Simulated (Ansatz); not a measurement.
## Sb: relaxation of cell and atoms with PBE+D3(BJ)

Crystal: Sb.

```xyz
2
Lattice="2.1542 1.2437 3.7580 -2.1542 1.2437 3.7580 0.0000 -2.4875 3.7580" Properties=species:S:1:pos:R:3 pbc="T T T"
Sb    0.0000    0.0000    8.6416
Sb    0.0000    0.0000    2.6324
```

| Property | Result |
| --- | --- |
| Program | Ansatz 0.2.0 |
| Task | relaxation of cell and atoms |
| Functional | PBE |
| Dispersion | D3(BJ) |
| Potentials or basis | Ansatz PAW |
| Cutoff | 420 eV (not typed: the program's choice for these potentials) |
| k mesh | 8 × 8 × 8 |
| Occupations | fermi-dirac, width 0.05 eV |
| Spin | no spin polarisation |

| Quantity | Value |
| --- | --- |
| Relaxed volume | 29.80 Å³/atom |
| Relaxed cell | a = 4.445 Å, b = 4.445 Å, c = 4.445 Å, α = 58.25°, β = 58.25°, γ = 58.25° |
| Space group after relaxing (to 0.05 Å) | R-3m (No. 166) |
| Energy gained by relaxing | 2.9 meV/atom |
| Ionic steps | 5 |
| Pressure after relaxing | 0.0 GPa |
| Largest force after relaxing | 0.005 eV/Å |
| Band gap on the k mesh | none (metal or under the smearing width) |

Forces in eV/Å, atoms in the order of the input:
```
Sb   0.000  0.000 -0.005
Sb   0.000  0.000  0.005
```

Step by step:
```tsv
step	energy change (eV)	largest force (eV/Å)	volume (Å³)
1	0.0000	0.1582	60.41
2	-0.0038	0.0696	60.18
3	-0.0057	0.0173	59.73
4	-0.0059	0.0048	59.60
5	-0.0058	0.0049	59.60
```

Final structure:
```
Sb
1.0
     2.16323    1.24894    3.67644
    -2.16323    1.24894    3.67644
     0.00000   -2.49788    3.67644
Sb
2
Direct
  0.76419 0.76419 0.76419
  0.23581 0.23581 0.23581
```

Levels at points of the mesh, in eV from the Fermi level:
```csv
k point,band 13,band 14,band 15,band 16,band 17,band 18
"(0.00, 0.00, 0.00)",-2.00,-1.88,-1.88,2.29,2.78,2.78
"(0.00, 0.00, -0.50)",-1.82,-1.63,-0.37,-0.20,0.20,0.25
"(0.00, -0.50, -0.50)",-5.61,-3.81,-3.78,1.58,5.02,5.43
"(-0.50, -0.50, -0.50)",-1.32,-1.32,-0.50,-0.10,-0.10,0.87
```

Run time: 14 s on 2 threads of Intel(R) Xeon(R) Processor @ 2.70GHz, on a shared host, peak memory 0.41 GiB.

Caveat: the plane-wave basis is chosen anew once the cell has moved, so the energies of steps on either side of that aren't comparable; pairwise dispersion overbinds metals, which lowers pressure and volume. The run has no spin-orbit coupling, so splittings on Sb are missing.
